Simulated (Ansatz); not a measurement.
# Hf (Im-3m) in Ansatz: notebook

The runs below take Hf through projected density of states, optical spectrum, density of states, band structure, with PBEsol+D3(BJ), PBE+U, r2SCAN+U, PBE+D3(BJ)+U.

Everything below comes from runs of Ansatz 0.2.0. Logs are shortened: lines on timing, memory, paths and dates and some standing lists are left out, and cuts for length are marked.

## (1) The structure

The structure is cubic, space group Im-3m (No. 229). The conventional cell has a = 3.610 Å, b = 3.610 Å, c = 3.610 Å, α = 90.00°, β = 90.00°, γ = 90.00°. Hf (site symmetry m-3m) is surrounded by 8 Hf at 3.13 Å.

This isn't the form of Hf at room conditions, which is hcp.

## (2) Projected density of states, PBEsol+D3(BJ)

File run.py:

```python
import json

import numpy as np

import ansatz as az

calculation = (
    az.Crystal.from_extxyz("Hf.xyz")
    .calculation()
    .kpoints(10, 10, 10)
    .functional("pbesol", dispersion="d3bj")
    .pseudopotentials(kind="paw")
    .scf(extra_bands=6)
    .occupations(method="cold", width=0.025)
    .density_of_states(energy_step=0.05, projected=True, nscf_kmesh=(15, 15, 15))
    .forces()
    .stress()
    .band_table(publish=True)
)
outcome = calculation.run(threads=2, events_out="events.jsonl")

report = outcome.report
for line in open("events.jsonl"):
    event = json.loads(line)
    if event["event"] == "scf_iter":
        d = event["data"]
        print(f"SCF {d['iter']:3d}  HF = {d['harris_foulkes_ev']:.6f} eV  dr2 = {d['dr2_ev']:.2e} eV")
    elif event["event"] in ("relax_step", "md_step"):
        d = event["data"]
        print(f"{event['event']} {d['step']:3d}  E = {d['lagrangian_ev']:.6f} eV")
np.set_printoptions(precision=5, suppress=True, linewidth=110)
print("converged:", report["converged"], "after", report["n_iterations"], "iterations")
print(f"free energy {report['free_energy_ev']:.6f} eV, Fermi level {report['fermi_energy_ev']:.4f} eV")
for key in ("band_edges_ev", "magnetization_mub", "site_moments_mub", "site_moments_nc_mub", "forces_ev_ang",
                "stress_gpa"):
    if report.get(key) is not None:
        print(key, np.array(report[key]), sep="\n")
```

File Hf.xyz:

```xyz
1
Lattice="-1.8050000000 1.8050000000 1.8050000000 1.8050000000 -1.8050000000 1.8050000000 1.8050000000 1.8050000000 -1.8050000000" Properties=species:S:1:pos:R:3 pbc="T T T"
Hf     0.0000000000      0.0000000000      0.0000000000
```

Potentials or basis: Ansatz PAW.

Command:

```sh
$ python run.py
```

Log:

```text
DeckWarning: basis.ecutwfc = 420 eV, auto-derived from the records' recommended cutoffs: set by Hf (normal level)
PlacementWarning: RAYON_NUM_THREADS=2 ignored (pool sized by the plan → 2); use plan(threads=…)
SCF   1  HF = -15598.281517 eV  dr2 = 1.09e-03 eV
SCF   2  HF = -15598.281333 eV  dr2 = 2.03e-04 eV
SCF   3  HF = -15598.281357 eV  dr2 = 3.41e-05 eV
SCF   4  HF = -15598.281332 eV  dr2 = 1.85e-07 eV
SCF   5  HF = -15598.281332 eV  dr2 = 7.34e-09 eV
converged: True after 5 iterations
free energy -15598.281332 eV, Fermi level 18.3502 eV
magnetization_mub
0.0
forces_ev_ang
[[ 0. -0.  0.]]
stress_gpa
[[-12.37381  -0.       -0.     ]
 [ -0.      -12.37381  -0.     ]
 [  0.        0.      -12.37381]]
```

dos.tsv:

```text
# E-E_F[eV]	g_bin_mean(E)[states/eV]	N(E)
# format = ansatz-dos/2
# fermi_ev = 18.365138
# fermi_mp_grid = 15 15 15
# fermi_mp_shift = 0 0 0
# nscf_kmesh_grid = 15 15 15
# nscf_kmesh_shift = 0 0 0
# tetrahedron_fermi_ev = 18.340768
# g_bin_mean(E): the states in a bin one row spacing wide, centred on E, divided by that spacing. States that the method places at a single energy (under output.dos.method: tetrahedron, those of a tetrahedron whose four corners have one energy) are counted whole in the row whose bin holds that energy (on the edge of two bins, in the lower row). The sum of g_bin_mean over a run of rows, times the row spacing, is the number of states from half a spacing under the first of them to half a spacing over the last (a plain sum, not the trapezoid rule).
-62.180826	0.000000e0	0.000000e0
-62.130826	0.000000e0	0.000000e0
-62.080826	0.000000e0	0.000000e0
-62.030826	0.000000e0	0.000000e0
-61.980826	0.000000e0	0.000000e0
-61.930826	0.000000e0	0.000000e0
[... 1569 lines left out ...]
16.569174	0.000000e0	3.800000e1
16.619174	0.000000e0	3.800000e1
```

engine_input.yaml:

```text
crystal:
  lattice:
    - [-1.805, 1.805, 1.805]
    - [1.805, -1.805, 1.805]
    - [1.805, 1.805, -1.805]
  atoms:
    - { symbol: Hf, position: [0.0, 0.0, 0.0] }
kpoints:
  mp_grid:
    grid: [10, 10, 10]
hamiltonian:
  xc: pbesol
  dispersion: d3bj
  pseudopotentials:
    kind: paw
scf:
  n_extra_bands: 6
  occupations:
    method: cold
    width: 0.025
output:
  dos:
    de: 0.05
    projected: true
    nscf_kmesh:
      grid: [15, 15, 15]
  forces: true
  stress: true
  eigenvalues: true
```

Run time: 1.9 s. Hardware: 2 threads of Arm Neoverse V2, shared host; peak memory 0.36 GiB.

What came out:

| Property | Result |
| --- | --- |
| Free energy | -15598.2813 eV |
| Pressure | -12.4 GPa |
| Band gap on the k mesh | none (metal or under the smearing width) |
| Density of states at the Fermi level | 1.84 states/eV per cell |

States per cell in windows of 1 eV (zero at the Fermi level; states under -8 eV left out):
```tsv
from (eV)	total	Hf 5d	Hf 6s	Hf 5p	Hf 4f
-8.0	0.00	0.00	0.00	0.00	0.00
-7.0	0.05	0.00	0.05	0.00	0.00
-6.0	0.13	0.01	0.11	0.00	0.00
-5.0	0.22	0.04	0.17	0.01	0.00
-4.0	0.47	0.24	0.22	0.01	0.00
-3.0	0.76	0.57	0.17	0.01	0.00
-2.0	0.64	0.58	0.04	0.01	0.00
-1.0	1.85	1.72	0.04	0.02	0.00
0.0	1.46	1.24	0.09	0.01	0.00
1.0	0.38	0.37	0.01	0.00	0.00
2.0	0.77	0.71	0.03	0.00	0.00
3.0	1.22	1.16	0.02	0.00	0.00
4.0	2.24	1.99	0.17	0.00	0.00
5.0	0.64	0.41	0.10	0.00	0.00
6.0	0.57	0.33	0.11	0.00	0.00
7.0	0.61	0.22	0.16	0.00	0.00
```

Caveat: pairwise dispersion overbinds metals, which lowers pressure and volume. The run has no spin-orbit coupling, so splittings on Hf are missing.

## (3) Projected density of states, PBEsol+D3(BJ)

File input.yaml:

```yaml
crystal:
  lattice:
    - [-1.805, 1.805, 1.805]
    - [1.805, -1.805, 1.805]
    - [1.805, 1.805, -1.805]
  atoms:
    - { symbol: Hf, position: [0.0, 0.0, 0.0] }
hamiltonian:
  xc: pbesol
  pseudopotentials: { kind: paw }
  dispersion: d3bj
kpoints:
  mp_grid: { grid: [10, 10, 10] }
scf:
  occupations: { method: cold, width: 0.025 }
  n_extra_bands: 6
output:
  forces: true
  stress: true
  eigenvalues: true
  dos: { projected: true, de: 0.05, nscf_kmesh: { grid: [15, 15, 15] } }
```

Potentials or basis: Ansatz PAW.

Command:

```sh
$ ansatz run input.yaml --threads 2 --pin off --max-ram 5120MiB --backend cpu --events-out ev --progress --plain --runs-dir out
```

It took 1.5 s on 2 threads of Arm Neoverse V2, shared host; peak memory 0.28 GiB.

Results (log left out):

* Free energy: -15598.2813 eV
* Pressure: -12.4 GPa
* Band gap on the k mesh: none (metal or under the smearing width)
* Density of states at the Fermi level: 1.84 states/eV per cell

Levels at points of the mesh, in eV from the Fermi level:
```tsv
k point	band 11	band 12	band 13	band 14	band 15	band 16
(0.00, 0.00, 0.00)	-11.55	-6.88	1.45	1.45	1.45	4.10
(0.00, 0.00, -0.50)	-11.57	-3.24	-0.45	0.90	3.89	4.85
(-0.50, -0.50, -0.50)	-11.57	-2.38	-2.38	6.39	6.39	6.39
```

States per cell in windows of 1 eV (zero at the Fermi level; states under -8 eV left out):
```tsv
from (eV)	total	Hf 5d	Hf 6s	Hf 5p	Hf 4f
-8.0	0.00	0.00	0.00	0.00	0.00
-7.0	0.05	0.00	0.05	0.00	0.00
-6.0	0.13	0.01	0.11	0.00	0.00
-5.0	0.22	0.04	0.17	0.01	0.00
-4.0	0.47	0.24	0.22	0.01	0.00
-3.0	0.76	0.57	0.17	0.01	0.00
-2.0	0.64	0.58	0.04	0.01	0.00
-1.0	1.85	1.72	0.04	0.02	0.00
0.0	1.46	1.24	0.09	0.01	0.00
1.0	0.38	0.37	0.01	0.00	0.00
2.0	0.77	0.71	0.03	0.00	0.00
3.0	1.22	1.16	0.02	0.00	0.00
4.0	2.24	1.99	0.17	0.00	0.00
5.0	0.64	0.41	0.10	0.00	0.00
6.0	0.57	0.33	0.11	0.00	0.00
7.0	0.61	0.22	0.16	0.00	0.00
```

Caveat: pairwise dispersion overbinds metals, which lowers pressure and volume; the PAW data sets come from PBE, with cores solved anew for the run's functional, which leaves a small shift of forces and pressure. The run has no spin-orbit coupling, so splittings on Hf are missing.

## (4) Optical spectrum, PBE+U

run.py, as its differences from that of step 2:

```diff
@@ -2,2 +2,3 @@
 
+import ase.io
 import numpy as np
@@ -6,13 +7,18 @@
 
+atoms = ase.io.read("Hf.cif")
+atoms.info.pop("occupancy", None)
+
 calculation = (
-    az.Crystal.from_extxyz("Hf.xyz")
+    az.Crystal.from_ase(atoms)
     .calculation()
+    .basis(precision="f64")
     .kpoints(10, 10, 10)
-    .functional("pbesol", dispersion="d3bj")
-    .pseudopotentials(kind="paw")
-    .scf(extra_bands=6)
-    .occupations(method="cold", width=0.025)
-    .density_of_states(energy_step=0.05, projected=True, nscf_kmesh=(15, 15, 15))
-    .forces()
-    .stress()
+    .functional("pbe")
+    .pseudopotentials(kind="nc", accuracy="standard")
+    .hubbard(projectors="all-electron-ortho-atomic")
+    .hubbard("Hf", "d", u_eff=3.5)
+    .scf(extra_bands=12)
+    .occupations(method="gaussian", width=0.1)
+    .eigensolver(kind="davidson")
+    .optics(energy_range=(0.0, 14.0), broadening_width=0.1, nscf_kmesh=(13, 13, 13))
     .band_table(publish=True)
@@ -34,3 +40,3 @@
 for key in ("band_edges_ev", "magnetization_mub", "site_moments_mub", "site_moments_nc_mub", "forces_ev_ang",
-                "stress_gpa"):
+                "stress_gpa", "kpoints_frac", "eigenvalues_ev"):
     if report.get(key) is not None:
```

File Hf.cif:

```cif
data_Hf
_cell_length_a 3.12635171
_cell_length_b 3.12635171
_cell_length_c 3.12635171
_cell_angle_alpha 109.47122063
_cell_angle_beta 109.47122063
_cell_angle_gamma 109.47122063
_space_group_name_H-M_alt 'P1'
_space_group_name_Hall 'P 1'
_space_group_IT_number 1
loop_
_space_group_symop_operation_xyz
'x,y,z'
loop_
_atom_site_label
_atom_site_type_symbol
_atom_site_symmetry_multiplicity
_atom_site_Wyckoff_symbol
_atom_site_fract_x
_atom_site_fract_y
_atom_site_fract_z
_atom_site_occupancy
Hf1 Hf 1 a 0.0000000000 0.0000000000 0.0000000000 1
```

Potentials or basis: PseudoDojo standard.

Command:

```sh
$ python run.py
```

Log:

```text
DeckWarning: basis.ecutwfc = 789.130201 eV, auto-derived from the records' recommended cutoffs: set by Hf (normal level)
PlacementWarning: RAYON_NUM_THREADS=2 ignored (pool sized by the plan → 2); use plan(threads=…)
RunWarning: output.optics found no split into filled and empty bands, so it gives no eps_inf: at k=5 band 5 holds 1.812 electrons, where an insulator holds 2 in each band up to the highest filled one and none above it (bands and k-points counted from 0, the k-points in the symmetry-reduced set that the sum ran over: that of output.optics.nscf_kmesh where it is set). The table's columns eps2_interband_… and eps1_interband_… hold  [...]
SCF   1  HF = -1531.117435 eV  dr2 = 4.40e-01 eV
SCF   2  HF = -1531.104433 eV  dr2 = 2.55e-02 eV
SCF   3  HF = -1531.157741 eV  dr2 = 2.67e-04 eV
SCF   4  HF = -1531.162326 eV  dr2 = 1.03e-05 eV
SCF   5  HF = -1531.162342 eV  dr2 = 7.04e-07 eV
SCF   6  HF = -1531.162345 eV  dr2 = 8.09e-08 eV
converged: True after 6 iterations
free energy -1531.162345 eV, Fermi level 14.0381 eV
magnetization_mub
0.0
kpoints_frac
[[ 0.   0.   0. ]
 [ 0.   0.   0.1]
 [ 0.   0.   0.2]
 [ 0.   0.   0.3]
 [ 0.   0.   0.4]
 [ 0.   0.  -0.5]
 [ 0.   0.1  0.1]
[... 37 lines left out ...]
 [ 0.4  0.4 -0.4]
 [ 0.4 -0.5 -0.5]
 [-0.5 -0.5 -0.5]]
eigenvalues_ev
[[-48.39143 -16.65944 -16.65944 -16.65944   6.59983  15.65644  15.65644  15.65644  18.11928  18.11928
   26.47598  26.47598  26.47598  35.46093  35.46093  36.47242  36.47242  36.47242]
 [-48.38606 -16.72789 -16.68075 -16.6596    6.94563  15.42415  15.54369  15.99626  17.79222  18.11965
   26.77115  27.09936  27.33364  32.85834  33.56399  35.94121  36.99891  39.59159]
 [-48.36893 -16.90406 -16.73657 -16.66005   7.91628  14.88518  14.99497  16.98387  17.58209  18.17748
   26.93971  28.12543  28.79294  31.26705  31.85956  34.04908  37.19057  40.27165]
 [-48.34156 -17.11559 -16.80588 -16.66066   9.26966  14.28182  14.31747  17.84034  18.37727  18.50881
   25.70852  26.0249   31.17709  31.20097  32.40216  33.22744  35.42836  41.15916]
 [-48.31611 -17.2814  -16.86258 -16.6612   10.42382  13.91424  14.1222   18.02401  18.68834  20.28368
   23.85677  24.29985  28.37505  33.07485  33.86033  35.03998  35.09785  41.88002]
 [-48.30603 -17.34348 -16.88449 -16.66141  10.80665  13.77061  14.34673  17.91961  18.86564  21.3193
   23.06017  23.71423  26.97198  32.35912  35.42729  35.48042  38.5497   38.56651]
 [-48.37471 -16.84935 -16.70424 -16.67571   7.60761  15.09729  15.13976  16.68992  17.42219  18.27133
   27.27298  27.84078  28.33546  30.9551   33.00995  33.78795  38.43468  39.85973]
 [-48.35193 -17.03132 -16.77117 -16.68259   8.80512  14.4618   14.56486  17.4141   17.95438  18.50808
   26.40832  27.48008  29.3407   30.42035  32.31554  34.41764  37.19405  38.74548]
 [-48.32582 -17.20236 -16.84693 -16.68462  10.17213  13.95936  14.12448  17.759    18.68521  19.58381
   24.40687  25.58734  28.75272  31.39776  34.02995  34.77085  35.90035  40.77313]
 [-48.31061 -17.30239 -16.89539 -16.68552  10.98177  13.8128   14.22258  17.84014  18.862    21.07583
   22.86887  24.39808  27.08409  32.4544   34.11374  35.51681  37.82387  39.69687]
 [-48.33015 -17.15389 -16.83967 -16.7122   10.11707  13.86076  14.25302  17.49076  18.74743  19.3615
   24.67059  27.21256  27.81498  29.96177  33.96993  36.30724  37.52039  38.66057]
 [-48.31736 -17.22525 -16.92728 -16.72371  11.36325  13.58435  14.06574  17.81989  18.71446  20.90583
   22.72401  25.7207   27.01644  31.25309  33.64303  36.24475  38.42398  39.49616]
 [-48.31513 -17.24446 -16.96807 -16.72654  11.78302  13.7095   14.04029  17.81594  18.9451   21.51323
   21.91072  24.9087   26.77747  32.13674  32.8649   36.48682  38.17653  41.11808]
 [-48.31921 -17.17498 -17.04246 -16.74232  12.40272  13.41577  13.81978  18.26856  18.61984  20.84049
   22.55912  24.56438  27.53148  31.41974  32.32097  37.85698  37.99315  40.13928]
 [-48.35665 -17.00512 -16.70913 -16.70913   8.53544  14.50741  14.50741  17.90481  18.01365  18.01365
[... 12 lines left out ...]
   22.31292  24.91644  25.86937  32.16345  33.75591  36.36986  36.78826  40.71382]
 [-48.36421 -16.9042  -16.75896 -16.71306   8.23956  15.09283  15.153    16.54948  16.87416  18.73371
   27.10246  28.34164  29.25608  29.93404  33.32216  33.74607  37.78424  40.27488]
 [-48.32775 -17.07171 -17.07171 -16.79783  12.81184  13.63934  13.63934  18.82759  18.82759  19.55519
   23.67587  23.67587  26.1303   32.85038  32.85038  37.56536  37.56536  38.48268]
 [-48.33852 -17.10449 -16.82918 -16.71089   9.5789   14.23691  14.62627  16.92114  18.3927   18.78653
   25.15282  27.35199  30.30417  31.51892  32.29383  33.41224  36.95686  41.36551]
 [-48.34403 -17.03783 -16.82367 -16.74781   9.38482  14.4065   14.99567  16.41134  17.86339  18.8542
   25.58432  28.65031  30.02751  30.53782  31.94413  34.28293  39.07791  39.13398]
 [-48.31567 -17.26158 -16.88663 -16.70835  10.74508  13.93029  14.24363  17.26239  18.80472  20.18118
   23.75452  25.53912  27.94765  31.95616  34.44573  35.11255  36.61216  41.42384]
 [-48.32264 -17.18004 -16.90243 -16.75338  10.72031  13.70866  14.66393  16.87566  18.58786  19.52126
   24.28656  27.19941  28.36446  30.82596  33.85328  35.4892   37.69853  39.30457]
 [-48.30707 -17.32008 -16.90883 -16.70732  11.12947  14.10648  14.1226   17.11305  19.05502  21.24055
   22.95401  24.97317  26.57228  31.73889  35.71762  35.83826  38.03296  40.08164]
 [-48.31116 -17.26531 -16.95422 -16.75254  11.56282  13.67273  14.33312  16.92498  19.00127  21.10224
   22.7628   25.81959  27.03126  31.34767  34.25527  36.34758  38.33417  39.92362]
 [-48.31451 -17.20883 -17.0063  -16.76949  11.92979  13.24814  14.34394  17.43405  18.3499   21.15128
   22.71481  25.87569  28.17671  30.75052  33.35171  36.96597  38.01807  39.24899]
 [-48.31351 -17.20046 -17.0672  -16.77226  12.51626  13.38471  13.71103  17.69148  18.83649  21.35477
   22.47621  24.5322   28.80476  31.13669  32.00016  36.81363  39.51029  40.3886 ]
 [-48.32688 -17.15331 -16.87481 -16.87481  12.69709  13.45735  13.45735  18.85651  18.85651  20.31558
   22.52864  25.17816  25.17816  31.83908  35.15346  36.24274  36.24274  40.01928]
 [-48.33188 -17.08289 -16.97143 -16.88073  13.12938  13.43706  13.74786  18.82354  18.99239  19.22144
   23.39194  24.62247  24.90113  33.36607  35.03888  35.15967  36.96008  37.78722]
 [-48.35005 -16.93638 -16.81751 -16.81751   9.14266  14.99705  15.60829  15.60829  16.97519  18.90782
   26.09583  29.5573   30.12503  30.12503  33.07709  33.07709  39.84621  39.89665]
 [-48.33031 -17.07913 -16.89012 -16.83842  10.3969   13.92757  15.46697  16.13126  18.18226  18.55819
   25.30697  28.80585  29.14657  30.52139  33.96873  34.20839  38.05147  39.49777]
 [-48.31429 -17.21448 -16.94954 -16.83116  11.51492  13.33487  15.19236  16.31552  18.76862  19.9355
   24.08393  26.87916  27.46213  31.01002  35.77595  35.82738  36.2889   39.63553]
 [-48.31712 -17.15661 -16.97696 -16.8692   11.52341  13.20545  15.41516  16.68238  18.10173  19.49261
   24.76062  27.03174  28.12124  30.83046  35.16196  35.55408  37.02762  38.35482]
 [-48.30847 -17.2663  -16.97253 -16.82728  11.87937  13.34302  15.08291  16.00037  19.66215  21.04103
   22.68945  25.53589  27.41161  31.07646  35.4364   36.53593  36.56651  40.93041]
 [-48.31008 -17.2121  -17.04128 -16.86849  12.26768  12.89808  14.86285  16.99136  18.98564  21.18413
   22.70121  25.06097  28.73731  31.02872  33.42503  36.09944  37.66074  40.04529]
 [-48.30961 -17.14857 -17.14857 -16.87233  12.70458  12.70458  14.32515  18.4928   18.4928   21.45656
   23.13176  23.13176  30.67675  31.06463  31.06463  36.09691  37.5898   42.21133]
 [-48.31977 -17.07724 -16.96573 -16.96573  11.37018  13.21674  16.37482  16.37482  17.89966  18.40897
   26.24339  27.44347  27.44347  31.17482  35.12843  36.18895  36.18895  37.6054 ]
 [-48.3105  -17.16206 -17.02778 -16.9817   12.0465   12.61132  16.49156  16.61172  18.5564   19.7102
   24.44441  25.38203  27.96731  31.527    33.09799  36.33047  37.97185  38.89476]
 [-48.30659 -17.20642 -17.05189 -16.97574  12.19194  12.47915  16.25216  16.59982  20.12882  20.80649
   22.33088  24.08014  28.95946  31.2921   32.35442  35.96754  38.22962  40.6508 ]
 [-48.30567 -17.17014 -17.10776 -16.99886  12.19234  12.23136  16.16519  18.15207  19.05794  21.11436
   22.52262  23.50571  28.71493  31.7738   31.78031  35.60197  38.42065  41.55894]
 [-48.30435 -17.13319 -17.09237 -17.09237  11.97764  12.06449  18.01626  18.01626  18.53539  19.87462
   23.60453  23.60453  27.20769  31.96199  32.28571  35.10661  40.76053  40.76053]
 [-48.30094 -17.16058 -17.11763 -17.09681  11.85835  11.87978  18.13563  18.46285  20.27011  20.62546
   21.79003  22.32638  26.88764  32.16308  32.36784  34.59928  40.96301  42.051  ]
 [-48.29747 -17.14347 -17.14347 -17.14347  11.66933  11.66933  20.28001  20.28001  20.28001  20.5582
   20.5582   20.5582   25.41606  32.69886  32.69886  34.04277  43.01043  43.01043]]
```

Wall time 9.9 s (2 threads of Arm Neoverse V2, shared host); peak memory 0.76 GiB.

What came out:

| Item | Value |
| --- | --- |
| Free energy | -1531.1623 eV |
| Band gap on the k mesh | none (metal or under the smearing width) |

Dielectric function (mean over the directions given):
| energy (eV) | real part | imaginary part |
| --- | --- | --- |
| 0.60 | -106.17 | 15.69 |
| 0.90 | -38.81 | 7.53 |
| 1.20 | -16.80 | 6.49 |
| 1.60 | -4.50 | 5.84 |
| 1.90 | 0.57 | 5.93 |
| 2.30 | 4.61 | 7.06 |
| 2.60 | 7.08 | 8.41 |
| 3.00 | 6.32 | 13.25 |
| 3.30 | 3.38 | 13.72 |
| 3.60 | -0.40 | 10.69 |
| 4.00 | 2.72 | 8.97 |
| 4.30 | 4.02 | 9.07 |
| 4.70 | 6.32 | 14.71 |
| 5.00 | -2.82 | 18.35 |
| 5.40 | -7.36 | 9.07 |
| 5.70 | -3.92 | 5.60 |
| 6.00 | -1.84 | 6.03 |
| 6.40 | -2.39 | 6.68 |
| 6.70 | -2.55 | 6.06 |
| 7.10 | -2.43 | 5.60 |
| 7.40 | -3.05 | 5.49 |
| 7.80 | -3.43 | 4.23 |
| 8.10 | -2.94 | 3.16 |
| 8.50 | -1.89 | 2.72 |
| 8.80 | -1.35 | 2.96 |
| 9.10 | -1.50 | 3.40 |
| 9.50 | -1.90 | 3.11 |
| 9.80 | -1.48 | 2.33 |
| 10.20 | -2.10 | 3.10 |
| 10.50 | -1.92 | 2.36 |
| 10.90 | -1.93 | 2.21 |
| 11.20 | -2.05 | 2.15 |
| 11.50 | -2.16 | 1.53 |
| 11.90 | -1.83 | 1.07 |
| 12.20 | -1.61 | 0.89 |
| 12.60 | -1.35 | 0.73 |
| 12.90 | -1.22 | 0.68 |
| 13.30 | -1.12 | 0.47 |
| 13.60 | -0.95 | 0.34 |
| 14.00 | -0.73 | 0.24 |

Eigenvalues of the final occupation matrices:
```csv
site,spin,trace,eigenvalues
site 1,1,1.52,0.28 0.28 0.28 0.33 0.33
```

Caveat: spectra need much finer meshes, so this one isn't converged; independent-particle spectra lack excitons; the intraband (Drude) part of a metal's response may be missing; U without spin polarisation on a metal has little footing; the U is typed as a test and isn't derived for this compound. The run has no spin-orbit coupling, so splittings on Hf are missing.

[end of part 1 of 2]
